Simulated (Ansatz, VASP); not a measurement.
**Two plane-wave programs on Se**

```xyz
8
Lattice="5.3971 0.0000 0.0000 0.0000 5.3971 0.0000 0.0000 0.0000 5.3971" Properties=species:S:1:pos:R:3 pbc="T T T"
Se    2.6985    2.6985    2.6985
Se    0.0000    0.0000    0.0000
Se    1.3493    0.0000    2.6985
Se    2.6985    1.3493    0.0000
Se    2.6985    4.0478    0.0000
Se    4.0478    0.0000    2.6985
Se    0.0000    2.6985    4.0478
Se    0.0000    2.6985    1.3493
```

Alike in both runs: functional PBEsol; k mesh 4 × 4 × 4; occupations gaussian, width 0.1 eV; no spin polarisation.

Ansatz relaxed the structure, and its values are those at the end. VASP's run is a single point on that final structure, the one shown.

```csv
,VASP,Ansatz
version,VASP 6.6.1,Ansatz 0.2.0
potentials or method,"VASP PAW PBE potentials, release 64 (Se)","scalar-relativistic, plane waves, PAW"
plane-wave cutoff (eV),520,420
valence electrons in the cell,48,128
```

Ansatz gave:

| Item | Value |
| --- | --- |
| gap on the k mesh at the Fermi level (eV) | none |
| pressure (GPa) | 0.2 |

Task: What did VASP give for the same quantities?

Result: gap on the k mesh at the Fermi level (eV): none; pressure (GPa): 0.3.

A gap of «none» marks a metal or a gap that the smearing closes. The functional is the same, so the differences come from potentials, cutoffs and numerics. The two sets of potentials don't hold the same shells in valence.

Caveats: the PAW data sets were made with another functional, which shifts forces and pressure a little (VASP).
